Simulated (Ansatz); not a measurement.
The system is SnSe2.

```
Sn Se
1.0
     3.81100    0.00000    0.00000
    -1.90550    3.30042    0.00000
     0.00000    0.00000    6.13600
Sn Se
1 2
Direct
  0.00000 0.00000 0.00000
  0.66667 0.33333 0.75100
  0.33333 0.66667 0.24900
```

| Quantity | Value |
| --- | --- |
| Program | Ansatz 0.2.0 |
| Task | relaxation of cell and atoms |
| Functional | PBE0 |
| Potentials or basis | Ansatz PAW |
| Cutoff | 420 eV (not typed: the program's choice for these potentials) |
| k mesh | 4 × 4 × 2 |
| Occupations | fermi-dirac, width 0.05 eV |
| Spin | no spin polarisation |

At the start: volume 25.73 Å³/atom.

Question: How do energy, volume and symmetry change on relaxing?

Answer: It ends after 9 steps and the volume is 28.70 Å³/atom (+11.6 %); space group P-3m1 (No. 164, to 0.05 Å).

Step by step:
| step | energy change (eV) | largest force (eV/Å) | volume (Å³) |
| --- | --- | --- | --- |
| 1 | 0.0000 | 0.2884 | 77.18 |
| 2 | -0.0037 | 0.4195 | 83.70 |
| 3 | -0.0270 | 0.1372 | 83.61 |
| 4 | -0.0350 | 0.0052 | 82.35 |
| 5 | -0.0363 | 0.0001 | 83.27 |
| 6 | -0.0376 | 0.0063 | 85.05 |
| 7 | -0.0377 | 0.0021 | 85.83 |
| 8 | -0.0376 | 0.0003 | 86.11 |
| 9 | -0.0404 | 0.0010 | 86.11 |

Final structure:
```
Sn Se
1.0
     3.84701    0.00000    0.00000
    -1.92351    3.33161    0.00000
     0.00000    0.00000    6.71845
Sn Se
1 2
Direct
  0.00000 0.00000 0.00000
  0.66667 0.33333 0.76944
  0.33333 0.66667 0.23056
```

Caveat: the k mesh is coarse (spacing up to 0.51 Å⁻¹), so the values aren't converged, least of all with exact exchange; the plane-wave basis is chosen anew once the cell has moved, so the energies of steps on either side of that aren't comparable; this functional lacks dispersion, which binds the layers, so the pressure and a relaxed spacing across them are unreliable; the PAW data sets come from PBE, with cores solved anew for the run's functional, which leaves a small shift of forces and pressure.
